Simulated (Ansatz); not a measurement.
Ansatz input file:

```yaml
crystal:
  lattice:
    - [2.937542655, -1.6934203819, -0.1275817852]
    - [2.937542655, 1.6934203819, -0.1275817852]
    - [-1.9806274822, 0.0, 7.1113196149]
  atoms:
    - { symbol: F, position: [0.0779839656, 0.0779839656, 0.094906104] }
    - { symbol: F, position: [0.9220160344, 0.9220160344, 0.905093896] }
    - { symbol: F, position: [0.4995077328, 0.4995077328, 0.5957932466] }
    - { symbol: F, position: [0.5004922672, 0.5004922672, 0.4042067534] }
basis:
  ecutwfc: 420
kpoints:
  mp_grid: { grid: [8, 8, 4] }
hamiltonian:
  xc: pbe
  dispersion: d3bj
scf:
  occupations: { method: gaussian, width: 0.02 }
  n_extra_bands: 16
output:
  forces: false
  stress: false
  eigenvalues: true
  optics: { e_range: [0, 14], sigma: 0.1, nscf_kmesh: { grid: [12, 12, 6] } }
checkpoint:
  read: start.run
  write: ck
  compress: false
  write_wavefunctions: false
  write_every: 100000
```

It can be run as
```bash
ansatz run input.yaml --threads 1 --pin off --backend cpu --events-out ev --progress --plain --runs-dir out  # memory cap (--max-ram) not shown
```

These are results of DFT PBE+D3(BJ), scalar-relativistic, plane waves, PAW in Ansatz 0.2.0, not measurements.

Abridged output (iterations and final results):

```
SCF iter   1: F=—  HF=-3222.550230 eV  |F-HF|=—  |Δ(HF+E_count)|=         —  Δρ=4.40e-6  dr2=5.95e-9  ethr=2.34e-7  ⟨swp⟩=3.3  Hψ=14517  notcnv=0
SCF iter   2: F=—  HF=-3222.550230 eV  |F-HF|=—  |Δ(HF+E_count)|=   4.56e-7  Δρ=1.99e-6  dr2=9.48e-10  ethr=2.12e-11  ⟨swp⟩=2.2  Hψ=3447  notcnv=0
SCF iter   3: F=—  HF=-3222.550230 eV  |F-HF|=—  |Δ(HF+E_count)|=   3.14e-9  Δρ=9.05e-7  dr2=1.80e-10  ethr=3.39e-12  ⟨swp⟩=2.7  Hψ=3232  notcnv=0
SCF iter   4: F=—  HF=-3222.550230 eV  |F-HF|=—  |Δ(HF+E_count)|=   1.93e-9  Δρ=2.36e-7  dr2=1.08e-11  ethr=1.00e-12  ⟨swp⟩=2.0  Hψ=3103  notcnv=0
SCF iter   5: F=-3222.550230 eV  HF=-3222.550230 eV  |F-HF|=9.09e-13  |Δ(HF+E_count)|=  3.18e-12  Δρ=7.86e-8  dr2=1.40e-12  ethr=1.00e-12  ⟨swp⟩=2.1  Hψ=3701  notcnv=0
SCF 1 converged in 5 iterations: F = -3222.550230 eV  dr2 = 1.40e-12
SCF converged after 5 iterations
Free energy (F): -3222.550230 eV
Harris-Foulkes:  -3222.550230 eV  (|F-HF|=9.09e-13)
Internal energy: -3222.550230 eV  (E = F + TS)
E sigma→0 (E₀):  -3222.550230 eV
Fermi energy:    -2.646185 eV
--- Per-component energies (eV) ---
  E_band       = -343.128539
  E_kinetic    = 807.338063
  E_local      = -2948.079731  (includes V_loc(G=0)·N_el)
  E_nonlocal   = 293.551475
  E_hartree    = 1080.610330
  E_xc         = -312.384220
  E_vxc        = -400.030678  (∫ρ·V_xc dr)
  E_paw        = -796.401150  (= ΣΔE_a)
  E_vpaw       = -257.136284  (= ΣTr[D̂ρ^β])
  E_aug_tail   = 0.007944  (compensation charges beyond the density's cutoff)
  E_ewald      = -1347.087640
  E_disp       = -0.105299  (pairwise vdW)
  E_smearing   =  0.000000  (= −TS)
--- Band table (eV; the first three rows and the last of 78) ---
  k-point 0: bands = ["-28.9207", "-28.8187", "-22.7744", "-22.5056", "-10.6260", "-9.9629", "-7.4519", "-7.4394", "-7.3684", "-7.3550", "-4.3669", "-4.2454", "-4.2032", "-4.1323", "-1.2202", "-0.3383", "4.7642", "7.0875", "8.1208", "14.5985", "15.0370", "17.0905", "17.1902", "17.8686", "18.5121", "18.6848", "20.1982", "20.3934", "20.8224", "21.0223"]
  k-point 1: bands = ["-28.9107", "-28.8293", "-22.7364", "-22.5445", "-10.5348", "-10.0660", "-7.4400", "-7.4304", "-7.3702", "-7.3650", "-4.3482", "-4.2296", "-4.2291", "-4.1476", "-1.0993", "-0.4786", "4.9943", "6.4188", "9.0327", "12.5477", "17.1704", "17.2425", "17.2917", "17.7070", "18.1679", "18.9808", "19.9614", "20.6221", "21.0608", "21.0628"]
  k-point 2: bands = ["-28.8972", "-28.8434", "-22.6591", "-22.6225", "-10.3270", "-10.2854", "-7.4262", "-7.4168", "-7.3792", "-7.3749", "-4.3090", "-4.2766", "-4.1990", "-4.1769", "-0.8152", "-0.7801", "5.5822", "5.6131", "10.5867", "10.6286", "17.3754", "17.4767", "17.4773", "17.5982", "19.2595", "19.4187", "20.0626", "20.1199", "20.8815", "21.0718"]
  k-point 77: bands = ["-28.8356", "-28.7795", "-22.6338", "-22.6026", "-10.3176", "-10.2848", "-8.0184", "-7.9741", "-7.5677", "-7.5352", "-4.5033", "-4.4339", "-4.2334", "-4.2031", "-0.7072", "-0.6765", "8.9443", "9.1276", "10.7180", "11.1184", "11.4848", "11.6927", "16.2476", "17.0911", "17.6353", "17.6614", "18.9171", "19.2805", "21.5472", "21.6626"]
```

The run converged.

The run starts from the saved density of an earlier one, so iterations and time are fewer than from atoms.